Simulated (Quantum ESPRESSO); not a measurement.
**InAs: phonons with PBE**

InAs:

```
CELL_PARAMETERS angstrom
0.00000 3.01800 3.01800
3.01800 0.00000 3.01800
3.01800 3.01800 0.00000
ATOMIC_POSITIONS crystal
In 0.00000 0.00000 0.00000
As 0.75000 0.75000 0.75000
```

```
Program             : Quantum ESPRESSO 7.5
Task                : phonons
Functional          : PBE
Potentials or basis : PseudoDojo 0.4.1 SR PBE standard
Cutoff              : 1143 eV
Density cutoff      : 4572 eV
k mesh              : 7 × 7 × 7
Occupations         : cold, width 0.2 eV
Spin                : no spin polarisation
Target pressure     : 10 GPa
Mixing beta         : 0.5
Most SCF iterations : 120
SCF threshold       : 4e-10 Ry
```

| Property | Result |
| --- | --- |
| Relaxed volume | 25.60 Å³/atom |
| Relaxed cell | a = 4.168 Å, b = 4.168 Å, c = 4.168 Å, α = 60.00°, β = 60.00°, γ = 60.00° |
| Space group after relaxing (to 0.05 Å) | F-43m (No. 216) |
| Pressure after relaxing | 10.0 GPa |
| Band gap on the k mesh | none (metal or under the smearing width) |
| Highest phonon frequency at Γ | 240 cm⁻¹ |

Step by step:
```
step  energy change (eV)  largest force (eV/Å)  pressure (GPa)  volume (Å³)
   1              0.0000                0.0000            4.61        54.98
   2              0.0031                0.0000            6.33        53.48
   3              0.1126                0.0000            9.83        51.29
   4              0.1191                0.0000           10.01        51.18
   5              0.1187                0.0000           10.00        51.19
```

Final structure:
```
CELL_PARAMETERS angstrom
0.00000 2.94708 2.94708
2.94708 0.00000 2.94708
2.94708 2.94708 0.00000
ATOMIC_POSITIONS crystal
In 0.00000 0.00000 0.00000
As 0.75000 0.75000 0.75000
```

Levels at points of the mesh, in eV from the Fermi level:
```tsv
k point	band 10	band 11	band 12	band 13	band 14	band 15	band 16	band 17	band 18	band 19
(0.00, 0.00, 0.00)	-14.45	-12.36	0.03	0.03	0.03	0.23	3.97	3.97	3.97	7.83
```

Phonon frequencies in cm⁻¹ (negative: imaginary):
| q point | frequencies |
| --- | --- |
| (0.000, 0.000, 0.000) | 3 3 3 240 240 240 |

Optical modes at Γ, degenerate ones joined:
| cm⁻¹ | components | symmetry | active in |
| --- | --- | --- | --- |
| 240 | 3 | T2 | IR and Raman |

Wall time 4.5 min on 4 MPI ranks on Arm Neoverse V1, on a shared host, peak memory 0.44 GiB a rank.

Caveat: the mesh is thin for the phonons of a metal; the cell is more than 3 GPa from zero pressure, which shifts response properties.
